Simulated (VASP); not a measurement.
# FeSi2 (Linzhiite) (P4/mmm) in VASP: further runs

The runs below take FeSi2 (Linzhiite) through relaxation of cell and atoms, with PBEsol, r2SCAN.

All numbers are computed with VASP 6.6.1; they aren't measurements. Logs are shortened: lines on timing, memory, paths and dates and some standing lists are left out, and cuts for length are marked.

### 1 The structure

Symmetry: P4/mmm, No. 123, tetragonal system. Conventional cell: a = 2.677 Å, b = 2.677 Å, c = 5.111 Å, α = 90.00°, β = 90.00°, γ = 90.00°. Fe (site symmetry 4/mmm) is surrounded by 8 Si at 2.35 Å and 4 Fe at 2.68 Å. Si (site symmetry 4mm) has 5 Si at 2.33 to 2.68 Å and 4 Fe at 2.35 Å as nearest neighbours.

### 2 Relaxation of cell and atoms, PBEsol

File INCAR:

```
PREC = Accurate
ENCUT = 600
EDIFF = 1E-7
ISMEAR = 1
SIGMA = 0.1
LREAL = F
LASPH = T
NELM = 80
ALGO = Normal
ISIF = 3
LWAVE = F
LCHARG = F
GGA = PS
IBRION = 2
NSW = 90
EDIFFG = -0.005
```

File KPOINTS:

```
regular mesh
0
Gamma
  14 14 8
```

File POSCAR:

```
FeSi2                                   
1.0
    2.6772799008     -0.0000000000     -0.0000000000
    0.0000000000      2.6772799008      0.0000000000
    0.0000000000      0.0000000000      5.1105520788
  Fe              Si            
     1     2
Direct
     0.0000000000000000    0.0000000000000000    0.0000000000000000
     0.5000000000000000    0.5000000000000000    0.2720074527184934
     0.5000000000000000    0.5000000000000000    0.7279925472815068
```

Potentials or basis: VASP PAW PBE potentials, release 64 (Fe, Si).

Started as:

```console
$ cat potpaw_PBE.64/Fe/POTCAR potpaw_PBE.64/Si/POTCAR > POTCAR
$ mpirun -np 1 vasp_std > vasp.out
```

OUTCAR:

```text
PREC = Accurate
   ENCUT = 600
   EDIFF = 1E-7
   ISMEAR = 1
   LREAL = F
   LASPH = T
   NELM = 80
   ISIF = 3
   GGA = PS
   IBRION = 2
   NSW = 90
   EDIFFG = -0.005

 ion  position               nearest neighbor table
   1  0.000  0.000  0.000-   2 2.35   3 2.35   2 2.35   3 2.35   2 2.35   3 2.35   2 2.35   3 2.35

   2  0.500  0.500  0.272-   3 2.33   1 2.35   1 2.35   1 2.35   1 2.35   3 2.78
   3  0.500  0.500  0.728-   2 2.33   1 2.35   1 2.35   1 2.35   1 2.35   2 2.78

  LATTYP: Found a simple tetragonal cell.
 ALAT       =     2.6772799008
 C/A-ratio  =     1.9088598384

  Lattice vectors:

 A1 = (   2.6772799008,   0.0000000000,   0.0000000000)
 A2 = (   0.0000000000,   2.6772799008,   0.0000000000)
 A3 = (   0.0000000000,   0.0000000000,   5.1105520788)

Analysis of symmetry for initial positions (statically):
=====================================================================
 Subroutine PRICEL returns:
 Original cell was already a primitive cell.

 Routine SETGRP: Setting up the symmetry group for a
 simple tetragonal supercell.

 Subroutine GETGRP returns: Found 16 space group operations
 (whereof 16 operations were pure point group operations)
 out of a pool of 16 trial point group operations.

The static configuration has the point symmetry D_4h.

Analysis of symmetry for dynamics (positions and initial velocities):
=====================================================================
 Subroutine PRICEL returns:
 Original cell was already a primitive cell.

 Routine SETGRP: Setting up the symmetry group for a
 simple tetragonal supercell.

 Subroutine GETGRP returns: Found 16 space group operations
 (whereof 16 operations were pure point group operations)
 out of a pool of 16 trial point group operations.

The dynamic configuration has the point symmetry D_4h.

 Subroutine INISYM returns: Found 16 space group operations
 (whereof 16 operations are pure point group operations),
 and found     1 'primitive' translations

----------------------------------------------------------------------------------------

                                     Primitive cell

  volume of cell :      36.6316

  direct lattice vectors                    reciprocal lattice vectors
     2.677279901  0.000000000  0.000000000     0.373513430  0.000000000  0.000000000
     0.000000000  2.677279901  0.000000000     0.000000000  0.373513430  0.000000000
     0.000000000  0.000000000  5.110552079     0.000000000  0.000000000  0.195673576

  length of vectors
     2.677279901  2.677279901  5.110552079     0.373513430  0.373513430  0.195673576

  position of ions in fractional coordinates (direct lattice)
     0.000000000  0.000000000  0.000000000
     0.500000000  0.500000000  0.272007453
     0.500000000  0.500000000  0.727992547

  ion indices of the primitive-cell ions
   primitive index   ion index
                 1           1
                 2           2
                 3           3

----------------------------------------------------------------------------------------

 KPOINTS: regular mesh

Automatic generation of k-mesh.
 Grid dimensions read from file:
 generate k-points for:   14   14    8

 Generating k-lattice:

  Cartesian coordinates                     Fractional coordinates (reciprocal lattice)
     0.026679531  0.000000000  0.000000000     0.071428571  0.000000000  0.000000000
     0.000000000  0.026679531  0.000000000     0.000000000  0.071428571  0.000000000
     0.000000000  0.000000000  0.024459197     0.000000000  0.000000000  0.125000000

  Length of vectors
     0.026679531  0.026679531  0.024459197

  Shift w.r.t. Gamma in fractional coordinates (k-lattice)
     0.000000000  0.000000000  0.000000000

 Subroutine IBZKPT returns following result:
 ===========================================

 Found    180 irreducible k-points:

 Following reciprocal coordinates:
            Coordinates               Weight
  0.000000  0.000000  0.000000      1.000000
  0.071429  0.000000  0.000000      4.000000
  0.142857  0.000000  0.000000      4.000000
  0.214286  0.000000  0.000000      4.000000
  0.285714  0.000000  0.000000      4.000000
  0.357143  0.000000  0.000000      4.000000
[... 16 lines left out ...]
  0.285714  0.214286  0.000000      8.000000
  0.357143  0.214286  0.000000      8.000000
 [... further k-points ...]
   k-points           NKPTS =    180   k-points in BZ     NKDIM =    180   number of bands    NBANDS=     12
   number of dos      NEDOS =    301   number of ions     NIONS =      3
   total plane-waves  NPLWV =  24192
   dimension x,y,z NGX =    24 NGY =   24 NGZ =   42
   dimension x,y,z NGXF=    48 NGYF=   48 NGZF=   84
   ions per type =               1   2
   NGX,Y,Z   is equivalent  to a cutoff of  14.90, 14.90, 13.66 a.u.
   NGXF,Y,Z  is equivalent  to a cutoff of  29.81, 29.81, 27.33 a.u.
 SYSTEM =  unknown system
   PREC   = accura    normal or accurate (medium, high low for compatibility)
[... 82 lines left out ...]
  band No.  band energies     occupation
      1      -3.8855      2.00000
      2       0.8932      2.00000
      3       2.0943      2.00000
      4       6.4130      2.00000
      5       8.3419      2.00000
      6       8.4227      2.00000
      7       8.5351      2.00000
      8       9.3088      2.00000
      9      13.5444      0.00000
     10      14.7878      0.00000
     11      16.6998      0.00000
     12      17.3275      0.00000

 k-point     3 :       0.1429    0.0000    0.0000
  band No.  band energies     occupation
      1      -3.5738      2.00000
      2       1.1087      2.00000
      3       2.3922      2.00000
      4       6.3608      2.00000
      5       8.1624      2.00000
      6       8.2923      2.00000
      7       8.5906      2.00000
      8       9.0628      2.00000
      9      11.9041     -0.00000
     10      15.1947      0.00000
     11      15.8797      0.00000
     12      17.0804      0.00000

 k-point     4 :       0.2143    0.0000    0.0000
  band No.  band energies     occupation
      1      -3.0613      2.00000
      2       1.4535      2.00000
      3       2.8758      2.00000
      4       6.0671      2.00000
      5       7.7763      2.00000
      6       8.1070      2.00000
      7       8.6723      2.00000
      8       8.7456      2.00000
      9      10.6846     -0.00000
     10      14.4789      0.00000
     11      15.8007      0.00000
     12      16.3848      0.00000

 k-point     5 :       0.2857    0.0000    0.0000
  band No.  band energies     occupation
      1      -2.3602      2.00000
      2       1.9006      2.00000
      3       3.5224      2.00000
      4       5.2475      2.00000
      5       7.3100      2.00000
      6       7.8255      2.00000
      7       8.4320      2.00000
      8       8.7650      2.00000
      9      10.1648     -0.06982
     10      13.2555      0.00000
     11      14.7459      0.00000
     12      16.5514      0.00000
[... 228 lines left out ...]
      1       0.3599      2.00000
      2       2.4160      2.00000
      3       3.3365      2.00000
      4       5.4508      2.00000
      5       6.0204      2.00000
      6       7.1822      2.00000
      7       8.1134      2.00000
      8       9.3425      2.00000
      9      10.1144      0.02885
     10      11.5321     -0.00000
     11      12.4234      0.00000
     12      14.9708      0.00000

 k-point    22 :       0.2143    0.2143    0.0000
  band No.  band energies     occupation
      1      -2.1654      2.00000
      2       2.0937      2.00000
      3       3.6294      2.00000
      4       6.3689      2.00000
      5       7.1589      2.00000
      6       7.4694      2.00000
      7       8.4744      2.00000
      8       9.0097      2.00000
      9      10.5726     -0.00000
     10      12.2428      0.00000
     11      14.7952      0.00000
     12      15.6601      0.00000

 k-point    23 :       0.2857    0.2143    0.0000
  band No.  band energies     occupation
      1      -1.4932      2.00000
      2       2.5465      2.00000
      3       4.1222      2.00000
      4       5.8981      2.00000
      5       6.7781      2.00000
      6       7.3496      2.00000
      7       8.3080      2.00000
      8       9.2392      2.00000
      9      10.1323     -0.04138
     10      12.3344      0.00000
     11      13.7723      0.00000
     12      15.5936      0.00000

 k-point    24 :       0.3571    0.2143    0.0000
  band No.  band energies     occupation
      1      -0.6727      2.00000
      2       3.0530      2.00000
      3       4.4328      2.00000
      4       5.0197      2.00000
      5       6.3750      2.00000
      6       7.6661      2.00000
      7       7.9932      2.00000
      8       9.4901      2.00000
      9      10.0112      1.40841
     10      12.6319      0.00000
     11      12.7525      0.00000
     12      14.1070      0.00000

 [... further k-points ...]

------------------------ aborting loop because EDIFF is reached ----------------------------------------

  FORCE on cell =-STRESS in cart. coord.  units (eV):
  Direction    XX          YY          ZZ          XY          YZ          ZX
  --------------------------------------------------------------------------------------
  -------------------------------------------------------------------------------------
  Total        0.0133799      0.0133799     -0.0057345      0.0000000      0.0000000      0.0000000
  in kB        0.5852068      0.5852068     -0.2508124      0.0000000      0.0000000      0.0000000
  external PRESSURE =       0.3065337 kB  Pullay stress =       0.0000000 kB

 VOLUME and BASIS-vectors are now :
 -----------------------------------------------------------------------------
  energy-cutoff  :      600.00
  volume of cell :       36.63
      direct lattice vectors                 reciprocal lattice vectors
     2.677279901  0.000000000  0.000000000     0.373513430  0.000000000  0.000000000
     0.000000000  2.677279901  0.000000000     0.000000000  0.373513430  0.000000000
     0.000000000  0.000000000  5.110552079     0.000000000  0.000000000  0.195673576

 POSITION                                       TOTAL-FORCE (eV/Angst)
 -----------------------------------------------------------------------------------
      0.00000      0.00000      0.00000         0.000000      0.000000      0.000000
      1.33864      1.33864      1.39011        -0.000000      0.000000      0.002846
      1.33864      1.33864      3.72044        -0.000000     -0.000000     -0.002846
 -----------------------------------------------------------------------------------
    total drift:                               -0.000000      0.000000      0.000000

  FREE ENERGIE OF THE ION-ELECTRON SYSTEM (eV)
  ---------------------------------------------------
  free  energy   TOTEN  =       -21.9519870379 eV

  energy  without entropy=      -21.9519669296  energy(sigma->0) =      -21.95198034

 reached required accuracy - stopping structural energy minimisation
```

Run time: 42 s. Hardware: 1 thread of Intel Xeon Platinum 8488C (Sapphire Rapids), shared host; peak memory 0.24 GiB.

What came out:

```
Free energy             : -21.9520 eV
Pressure after relaxing : 0.0 GPa
Band gap on the k mesh  : none (metal or under the smearing width)
```

Forces on the atoms (eV/Å):
```
Fe   0.000  0.000  0.000
Si   0.000  0.000  0.003
Si   0.000  0.000 -0.003
```

Final structure:
```cif
data_structure
_symmetry_space_group_name_H-M 'P 1'
_symmetry_Int_Tables_number 1
_cell_length_a 2.6773
_cell_length_b 2.6773
_cell_length_c 5.1106
_cell_angle_alpha 90.000
_cell_angle_beta 90.000
_cell_angle_gamma 90.000
_cell_volume 36.63
loop_
_atom_site_label
_atom_site_type_symbol
_atom_site_fract_x
_atom_site_fract_y
_atom_site_fract_z
_atom_site_occupancy
Fe1 Fe 0.00000 0.00000 0.00000 1
Si1 Si 0.50000 0.50000 0.27201 1
Si2 Si 0.50000 0.50000 0.72799 1
```

Levels at points of the mesh, in eV from the Fermi level:
| k point | band 4 | band 5 | band 6 | band 7 | band 8 | band 9 | band 10 | band 11 | band 12 |
| --- | --- | --- | --- | --- | --- | --- | --- | --- | --- |
| (0.00, 0.00, 0.00) | -3.62 | -1.69 | -1.52 | -1.52 | -0.63 | 4.61 | 4.61 | 6.54 | 7.13 |
| (0.50, 0.00, 0.00) | -4.49 | -3.84 | -3.22 | -2.08 | -1.10 | 0.09 | 1.48 | 2.29 | 7.95 |
| (0.50, 0.50, 0.00) | -4.47 | -4.47 | -3.28 | -2.29 | 0.17 | 0.53 | 2.59 | 2.96 | 2.96 |
| (0.00, 0.00, 0.50) | -3.60 | -2.40 | -1.57 | -1.57 | -0.63 | 2.52 | 5.78 | 5.78 | 6.36 |
| (0.50, 0.00, 0.50) | -6.32 | -3.21 | -2.47 | -2.08 | -1.12 | 0.60 | 2.40 | 4.89 | 4.89 |
| (0.50, 0.50, 0.50) | -4.54 | -3.29 | -3.29 | -1.82 | 0.17 | 0.35 | 0.35 | 1.11 | 2.90 |

Caveat: the relaxation stopped at its first step, so nothing moved; the PAW data sets were made with another functional, which shifts forces and pressure a little.

### 3 Relaxation of cell and atoms, r2SCAN

This run uses another cell than the first one, of 12.31 Å³/atom, 1.008 times its volume.

File INCAR:

```
SYSTEM = FeSi2
PREC = Accurate
ENCUT = 600
EDIFF = 1E-6
ISMEAR = 1
SIGMA = 0.1
LREAL = .False.
LASPH = .True.
NELM = 80
ALGO = Normal
ISIF = 3
LWAVE = .False.
LCHARG = .False.
METAGGA = R2SCAN
LMIXTAU = .True.
IBRION = 2
NSW = 90
EDIFFG = -0.01
```

File KPOINTS:

```
regular mesh
0
Gamma
  14 14 8
  0 0 0
```

File POSCAR:

```
FeSi2
1.0
    2.6840000000      0.0000000000      0.0000000000
    0.0000000000      2.6840000000      0.0000000000
    0.0000000000      0.0000000000      5.1280000000
Fe Si
1 2
Direct
    0.0000000000      0.0000000000      0.0000000000
    0.5000000000      0.5000000000      0.2700000000
    0.5000000000      0.5000000000      0.7300000000
```

Potentials or basis: VASP PAW PBE potentials, release 64 (Fe, Si).

Started as:

```console
$ cat potpaw_PBE.64/Fe/POTCAR potpaw_PBE.64/Si/POTCAR > POTCAR
$ mpirun -np 1 vasp_std > vasp.out
```

Wall time 5.6 min (1 thread of Intel Xeon 6975P-C (Granite Rapids), shared host); peak memory 0.26 GiB.

The run converged. Its results:

```yaml
Free_energy: -32.5597 eV
Relaxed_volume: 12.23 Å³/atom
Relaxed_cell: a = 2.682 Å, b = 2.682 Å, c = 5.103 Å, α = 90.00°, β = 90.00°, γ = 90.00°
Space_group_after_relaxing_to_0.05_Å: P4/mmm (No. 123)
Energy_gained_by_relaxing: 1.1 meV/atom
Ionic_steps: 5
Pressure_after_relaxing: 0.0 GPa
Largest_force_after_relaxing: 0.004 eV/Å
Band_gap_on_the_k_mesh: none (metal or under the smearing width)
```

Forces on the atoms (eV/Å):
```
Fe   0.000  0.000  0.000
Si   0.000  0.000  0.004
Si   0.000  0.000 -0.004
```

Stress tensor (GPa, compression positive):
```
-0.04  0.00  0.00
 0.00 -0.04  0.00
 0.00  0.00  0.08
```

Step by step:
```tsv
step	energy change (eV)	largest force (eV/Å)	pressure (GPa)	volume (Å³)
1	0.0000	0.2279	-1.21	36.94
2	-0.0013	0.1145	1.38	36.45
3	-0.0031	0.0413	0.25	36.66
4	-0.0031	0.0380	-0.19	36.74
5	-0.0032	0.0043	0.00	36.69
```

Final structure:
```cif
data_structure
_symmetry_space_group_name_H-M 'P 1'
_symmetry_Int_Tables_number 1
_cell_length_a 2.6815
_cell_length_b 2.6815
_cell_length_c 5.1030
_cell_angle_alpha 90.000
_cell_angle_beta 90.000
_cell_angle_gamma 90.000
_cell_volume 36.69
loop_
_atom_site_label
_atom_site_type_symbol
_atom_site_fract_x
_atom_site_fract_y
_atom_site_fract_z
_atom_site_occupancy
Fe1 Fe 0.00000 0.00000 0.00000 1
Si1 Si 0.50000 0.50000 0.27141 1
Si2 Si 0.50000 0.50000 0.72859 1
```

Levels at points of the mesh, in eV from the Fermi level:
```
           k point  band 4  band 5  band 6  band 7  band 8  band 9  band 10  band 11  band 12
(0.00, 0.00, 0.00)   -3.74   -1.84   -1.77   -1.77   -1.02    4.72     4.72     6.93     7.38
(0.50, 0.00, 0.00)   -4.99   -4.26   -3.35   -2.50   -1.35    0.10     1.46     2.43     8.11
(0.50, 0.50, 0.00)   -4.93   -4.93   -3.69   -2.46    0.23    0.78     2.69     3.00     3.00
(0.00, 0.00, 0.50)   -3.72   -2.65   -1.82   -1.82   -1.02    2.57     5.94     5.94     6.55
(0.50, 0.00, 0.50)   -6.77   -3.54   -2.60   -2.49   -1.36    0.62     2.42     4.98     5.19
(0.50, 0.50, 0.50)   -4.89   -3.73   -3.73   -2.00    0.23    0.26     0.26     1.17     2.88
```

Caveat: the PAW data sets were made with another functional, which shifts forces and pressure a little. Spin polarisation is off, so any magnetic state and its effect on volume and gap are missing.

### 4 Relaxation of cell and atoms, r2SCAN

Changes to INCAR since step 3:

```diff
@@ -3,3 +3,3 @@
 ENCUT = 600
-EDIFF = 1E-6
+EDIFF = 1E-7
 ISMEAR = 1
@@ -17,2 +17,2 @@
 NSW = 90
-EDIFFG = -0.01
+EDIFFG = -0.005
```

KPOINTS is that of step 3.

File POSCAR:

```
FeSi2                                   
1.0
    2.6815471841      0.0000000000     -0.0000000000
    0.0000000000      2.6815471841      0.0000000000
    0.0000000000      0.0000000000      5.1029579886
  Fe              Si            
     1     2
Direct
     0.0000000000000000    0.0000000000000000    0.0000000000000000
     0.5000000000000000    0.5000000000000000    0.2714095806492158
     0.5000000000000000    0.5000000000000000    0.7285904193507843
```

Started as:

```console
$ cat potpaw_PBE.64/Fe/POTCAR potpaw_PBE.64/Si/POTCAR > POTCAR
$ mpirun -np 1 vasp_std > vasp.out
```

It took 2.9 min on 1 thread of Intel Xeon 6975P-C (Granite Rapids), shared host; peak memory 0.25 GiB.

Results (log left out):

```yaml
Free_energy: -32.5596 eV
Relaxed_volume: 12.23 Å³/atom
Relaxed_cell: a = 2.681 Å, b = 2.681 Å, c = 5.104 Å, α = 90.00°, β = 90.00°, γ = 90.00°
Space_group_after_relaxing_to_0.05_Å: P4/mmm (No. 123)
Energy_gained_by_relaxing: 0.0 meV/atom
Ionic_steps: 2
Pressure_after_relaxing: 0.0 GPa
Band_gap_on_the_k_mesh: none (metal or under the smearing width)
```

Final structure:
```cif
data_structure
_symmetry_space_group_name_H-M 'P 1'
_symmetry_Int_Tables_number 1
_cell_length_a 2.6810
_cell_length_b 2.6810
_cell_length_c 5.1044
_cell_angle_alpha 90.000
_cell_angle_beta 90.000
_cell_angle_gamma 90.000
_cell_volume 36.69
loop_
_atom_site_label
_atom_site_type_symbol
_atom_site_fract_x
_atom_site_fract_y
_atom_site_fract_z
_atom_site_occupancy
Fe1 Fe 0.00000 0.00000 0.00000 1
Si1 Si 0.50000 0.50000 0.27145 1
Si2 Si 0.50000 0.50000 0.72855 1
```

Levels at points of the mesh, in eV from the Fermi level:
```csv
k point,band 5,band 6,band 7,band 8,band 9,band 10,band 11,band 12
"(0.00, 0.00, 0.00)",-1.85,-1.77,-1.77,-1.02,4.72,4.72,6.92,7.38
"(0.50, 0.00, 0.00)",-4.27,-3.35,-2.50,-1.34,0.09,1.46,2.43,8.11
"(0.50, 0.50, 0.00)",-4.93,-3.68,-2.47,0.23,0.78,2.70,3.00,3.00
"(0.00, 0.00, 0.50)",-2.66,-1.82,-1.82,-1.02,2.57,5.95,5.95,6.56
"(0.50, 0.00, 0.50)",-3.55,-2.60,-2.49,-1.36,0.62,2.42,4.97,5.18
"(0.50, 0.50, 0.50)",-3.73,-3.73,-2.00,0.23,0.26,0.26,1.17,2.88
```

Caveat: the PAW data sets were made with another functional, which shifts forces and pressure a little. Spin polarisation is off, so any magnetic state and its effect on volume and gap are missing.
